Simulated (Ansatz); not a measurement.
Is this Co result the lowest state?

Co is taken as a measured crystal structure (space group Fm-3m, primitive cell doubled), 2 atoms in the cell. Source: COD entry 9012928; the sample's temperature and pressure aren't taken into account, and it need not be the stable phase.

Computed with DFT, PBE, PAW, plane waves, scalar-relativistic (Ansatz development build ahead of 0.2.0).

```yaml
crystal:
  lattice:
    - [0.0, -1.7865, -1.7865]
    - [-3.573, -1.7865, -1.7865]
    - [0.0, 1.7865, -1.7865]
  atoms:
    - { symbol: Co, position: [0.0, 0.0, 0.0], spin: 3.0 }
    - { symbol: Co, position: [0.0, 0.5, 0.5], spin: 3.0 }
magnetization:
  spin_polarized: true
hamiltonian:
  xc: pbe
  pseudopotentials: { kind: paw }
basis:
  ecutwfc: 420
kpoints:
  mp_grid: { grid: [13, 8, 11] }
scf:
  occupations: { method: fermi_dirac, width: 0.1 }
  lower_state_search: "off"
output:
  forces: true
  stress: true
```

Wall time and machine: 11 s on 2 threads of Arm Neoverse V2, with other jobs on the host, peak memory 0.49 GiB.

The end of the output:

```
SCF converged after 10 iterations
an eigenvalue changed by more than its tolerance at an iteration that met the thresholds in force, so the SCF went on 1 time: the last check found none over its tolerance
Magnetization: 3.3410 μB (18.6705 up, 15.3295 down)
Absolute magnetization: 3.6569 μB (∫|ρ↑−ρ↓|, with the PAW one-centre terms)
Spin contamination: 0.0573 ħ² per cell (⟨S²⟩ above its minimum at these occupations)
Per-site moments (μB) at R_I (Å): [(1.7425, 1.0421), (1.7425, 1.0421)]
Free energy (F): -10252.284690 eV
Harris-Foulkes:  -10252.284690 eV  (|F-HF|=6.15e-10)
Internal energy: -10252.205764 eV  (E = F + TS)
E sigma→0 (E₀):  -10252.245227 eV
Entropy (-TS):   -0.078926 eV (-39.463 meV/atom)
Fermi energy:    17.720816 eV
--- Forces (eV/Å), atoms counted from 1 ---
  atom   1  Co     0.00000000     0.00000000     0.00000000
  atom   2  Co     0.00000000     0.00000000    -0.00000000
--- Stress (GPa, compression-positive) ---
       -8.229387      -0.012194      -0.012194
       -0.012198      -8.414234      -0.072660
       -0.012198      -0.072660      -8.414234
  P = ⅓ Tr σ = -8.3526 GPa (-83.526 kbar)
```

The mesh has less symmetry than the lattice, which lowers the symmetry of the run.

Site moments are taken inside atomic spheres and don't add up to the total.

**Question.** Would you trust this as the ground state? If a lower solution is known, describe it.

**Answer.** No lower state turned up: it is the lowest of 2 states reached by 13 converged runs, and the next lies 223 meV/atom higher (non-magnetic, no gap on the k-mesh). That doesn't prove a ground state. This multiple of the primitive cell fits some opposed orders; other multiples fit others. Only collinear orders within this cell were tried; the true ground state may need a larger cell.
